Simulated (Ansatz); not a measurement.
Crystal: Pd.

```
CELL_PARAMETERS angstrom
2.78367 0.00000 0.00000
-1.39183 2.41072 0.00000
0.00000 0.00000 4.62889
ATOMIC_POSITIONS crystal
Pd 0.33333 0.66667 0.25000
Pd 0.66667 0.33333 0.75000
```

This isn't the form of Pd at room conditions, which is fcc.

* Program: Ansatz 0.2.0
* Task: relaxation of cell and atoms
* Functional: B3LYP
* Potentials or basis: Ansatz PAW
* Cutoff: 420 eV (not typed: the program's choice for these potentials)
* k mesh: 6 × 6 × 3
* Occupations: fermi-dirac, width 0.05 eV
* Spin: no spin polarisation

At the start: volume 15.53 Å³/atom.

Problem. Where does the relaxation end?

Solution. It ends after 5 steps and the volume is 15.72 Å³/atom (+1.2 %); space group P6_3/mmc (No. 194, to 0.05 Å).

The path:
| step | energy change (eV) | largest force (eV/Å) | volume (Å³) |
| --- | --- | --- | --- |
| 1 | 0.0000 | 0.0000 | 31.06 |
| 2 | -0.0091 | 0.0000 | 31.74 |
| 3 | -0.0109 | 0.0000 | 31.47 |
| 4 | -0.0109 | 0.0000 | 31.43 |
| 5 | -0.0113 | 0.0000 | 31.43 |

Final structure:
```yaml
crystal:
  lattice:
    - [2.76911, 0.00000, 0.00000]
    - [-1.38455, 2.39812, 0.00000]
    - [0.00000, 0.00000, 4.73349]
  atoms:
    - { symbol: Pd, position: [0.33333, 0.66667, 0.25000] }
    - { symbol: Pd, position: [0.66667, 0.33333, 0.75000] }
```

Caveat: the k mesh is coarse (spacing up to 0.45 Å⁻¹), so the values aren't converged, least of all with exact exchange; the plane-wave basis is chosen anew once the cell has moved, so the energies of steps on either side of that aren't comparable; the PAW data sets come from PBE, with cores solved anew for the run's functional, which leaves a small shift of forces and pressure.
